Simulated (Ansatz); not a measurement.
This guess for Li is about to be relaxed.

```yaml
crystal:
  lattice:
    - [1.24115, -1.99285, 0.00000]
    - [1.24115, 1.99285, 0.00000]
    - [0.00000, 0.00000, 4.00984]
  atoms:
    - { symbol: Li, position: [0.00000, 0.00000, 0.50000] }
```

The calculation used DFT PBE, scalar-relativistic, plane waves, PAW in Ansatz. Cutoff 420 eV, Gaussian smearing, Γ-centred meshes. Cell and atoms relax first on a coarse mesh and then on a finer one. In between, the cell is made exact in the group found at 0.06 Å. In metals the finer mesh still leaves noise of several meV/atom or more. The steps can't lower the symmetry of their start. No spin polarisation.

A guess keeps its type if space group and coordination stay and the shape of the cell changes little (axis ratios within about 15 %, angles within 6°); the volume may change.

Question: Does this structure survive the relaxation?

Answer: It doesn't keep its type. The symmetry goes from Cmmm (No. 65) to P6/mmm (No. 191). The end has the simple hexagonal type. The volume per atom grows by 2.3 %, from 19.8 to 20.3 Å³. The shortest distance goes from 2.35 Å (Li–Li) to 2.72 Å (Li–Li). Counting neighbours within 15 % of an atom's shortest distance, the start has Li 6 and the end Li 8. In detail, at the end around Li lie 2 Li at 2.72 Å and 6 Li at 2.94 Å.

```cif
data_structure
_symmetry_space_group_name_H-M 'P6/mmm'
_symmetry_Int_Tables_number 191
_cell_length_a 2.9367
_cell_length_b 2.9367
_cell_length_c 2.7161
_cell_angle_alpha 90.000
_cell_angle_beta 90.000
_cell_angle_gamma 120.000
_cell_volume 20.29
loop_
_atom_site_label
_atom_site_type_symbol
_atom_site_symmetry_multiplicity
_atom_site_Wyckoff_symbol
_atom_site_fract_x
_atom_site_fract_y
_atom_site_fract_z
_atom_site_occupancy
Li1 Li 1 b 0.00000 0.00000 0.50000 1
```

Energies count from the standard state of Li at the same level.

Question: At what energy does it end?

Answer: +0.07 eV/atom. It lies above the standard state, so it could only be metastable.

The last run used a 21×21×20 mesh (in the run's order of axes) for its 1-atom cell and Gaussian smearing of 0.10 eV. A later test with randomly moved atoms led to a structure 67 meV/atom lower, so this end is a saddle point or a shallow minimum.
